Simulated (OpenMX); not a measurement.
The system is Fe.

```xyz
1
Lattice="-1.4430 1.4430 1.4430 1.4430 -1.4430 1.4430 1.4430 1.4430 -1.4430" Properties=species:S:1:pos:R:3 pbc="T T T"
Fe    0.0000    0.0000    0.0000
```

Base run:

| Item | Value |
| --- | --- |
| Program | OpenMX 3.8.5 |
| Functional | PBE |
| Potentials or basis | OpenMX 2013 PBE set, Fe6.0H-s3p2d2, grid cutoff 500 Ry |
| k mesh | 9 × 9 × 9 |
| Occupations | fermi-dirac, width 0.05 eV |
| Spin | collinear spin, ferromagnetic start |
| Starting moments | [3.0] μB |

Its results: pressure -5.8 GPa; net moment 2.41 μB per cell; site moments Fe +2.41 μB.

**Question.** The run is repeated on the same cell with these changes: k mesh from 9 × 9 × 9 to 13 × 13 × 13. What comes out?

**Answer.** Pressure -7.1 GPa; net moment 2.34 μB per cell; site moments Fe +2.34 μB.

Caveats: the basis of atomic orbitals isn't converged, which shifts pressures, moduli and gaps.
